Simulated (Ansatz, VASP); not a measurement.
**Two plane-wave programs on NiO**

```xyz
2
Lattice="0.0000 2.2410 2.2410 2.2410 0.0000 2.2410 2.2410 2.2410 0.0000" Properties=species:S:1:pos:R:3 pbc="T T T"
Ni    0.0000    0.0000    0.0000
O     1.1205    1.1205    1.1205
```

Alike in both runs: task single point; functional LDA; k mesh 12 × 12 × 12; occupations gaussian, width 0.05 eV; collinear spin.

|  | VASP | Ansatz |
| --- | --- | --- |
| version | VASP 6.6.1 | Ansatz 0.2.0 |
| potentials or method | VASP PAW LDA potentials, release 64 (Ni, O) | scalar-relativistic, plane waves, PAW |
| plane-wave cutoff (eV) | 520 | 420 |
| valence electrons in the cell | 16 | 24 |

Ansatz gave:

| Quantity | Value |
| --- | --- |
| gap on the k mesh at the Fermi level (eV) | none |
| pressure (GPa) | -15.4 |
| net moment per atom (μB) | 0.85 |
| size of the moment on the site where the two differ most (μB) | 1.28 |

Question: Estimate VASP's values.

Answer: gap on the k mesh at the Fermi level (eV): none; pressure (GPa): -15.5; net moment per atom (μB): 0.80; size of the moment on the site where the two differ most (μB): 1.25.

Site moments also hang on the region over which each program counts them. A gap of «none» marks a metal or a gap that the smearing closes. The two sets of potentials don't hold the same shells in valence.

Caveats: so large a pressure means that the cell lies far from this level's equilibrium, or that cutoff or potentials fall short (VASP); a cell with one magnetic atom can't hold antiferromagnetic order, which such compounds often take; semilocal functionals often make such compounds metallic where correlation or magnetic order opens a gap, which also shifts bond lengths.
